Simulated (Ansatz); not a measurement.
## An added O started as a split pair with an O atom in rutile TiO2, 73 atoms, charge 0

All numbers come from Ansatz (PAW, plane waves, no spin–orbit coupling) at the single k point (¼, ¼, ¼) without its symmetry partners. The atoms were relaxed with PBEsol in a fixed cell; other functionals are single points on those atoms unless said otherwise. The valence top and gap of the host come from its small cell on a dense mesh, with the band extrema sought between the mesh points, lined up by the mean potential, PBEsol gap 1.87 eV, HSE06 gap 3.40 eV.

Cell: a = 9.183 Å, b = 9.183 Å, c = 8.817 Å, α = 90.00°, β = 90.00°, γ = 90.00°.

Nearest atoms after relaxation, from the placed atom (for vacancies from the middle of the vacant sites): O at 1.43 Å, Ti at 2.05 Å, Ti at 2.07 Å, Ti at 2.28 Å, O at 2.42 Å, O at 2.45 Å, O at 2.57 Å, O at 2.58 Å.

Chemical potentials μ are those of reference phases of the elements at zero temperature by the same functional (the usual solids, diamond for C, grey Sn, and the molecules H2, N2, O2, F2, Cl2, Br2 and S8).

```csv
functional,E(defect) − E(host) − Σ nμ + q·E_VBM (eV),monopole (eV),alignment (eV),formation energy at E_F = VBM (eV),moment (μB),"wall time, shared host"
PBEsol,1.73,0.00,0.00,1.73,0 (no spin),9.7 s on NVIDIA GB200 (relaxation)
```

Question: Estimate the formation energy and moment that HSE06 gives on these atoms.

Answer: 2.39 eV at E_F = VBM, moment 0 (no spin).

HSE06 one-electron levels near the gap (the ten most localised at most), from the host's valence top:

```
level (eV)  spin  filling  atoms sharing it  element of the atom with most weight
     -0.18  both     2.00              48.9                                spread
      3.60  both     0.00              14.6                                    Ti
      3.65  both     0.00              22.0                                spread
      3.68  both     0.00              23.4                                spread
```

All elements are taken at their own reference at once; growth conditions in equilibrium with the host shift these energies, by up to the host's formation enthalpy.

One k point and a cell of this size can leave errors of several tenths of an eV in such numbers.
